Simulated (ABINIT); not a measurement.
Si:

```xyz
2
Lattice="0.0000 2.7219 2.7219 2.7219 0.0000 2.7219 2.7219 2.7219 0.0000" Properties=species:S:1:pos:R:3 pbc="T T T"
Si    2.7219    2.7219    2.7219
Si    4.0828    4.0828    4.0828
```

Base run:

- Program: ABINIT 10.8.3 (patched build)
- Functional: PBE
- Potentials or basis: SPMS NC PBE v1.0
- Cutoff: 381 eV
- k mesh: 6 × 6 × 6
- Occupations: fermi-dirac, width 0.05 eV
- Spin: no spin polarisation

Its results: band gap on the k mesh 0.72 eV, indirect (least direct gap 2.55 eV).

**Question.** The run is repeated on the same cell with these changes: functional from PBE to LDA; potentials or basis from SPMS NC PBE v1.0 to PseudoDojo NC SR LDA v0.4.1 standard; cutoff from 381 eV to 327 eV. What comes out?

**Answer.** Band gap on the k mesh 0.63 eV, indirect (least direct gap 2.53 eV).

A k mesh can miss the band edges.
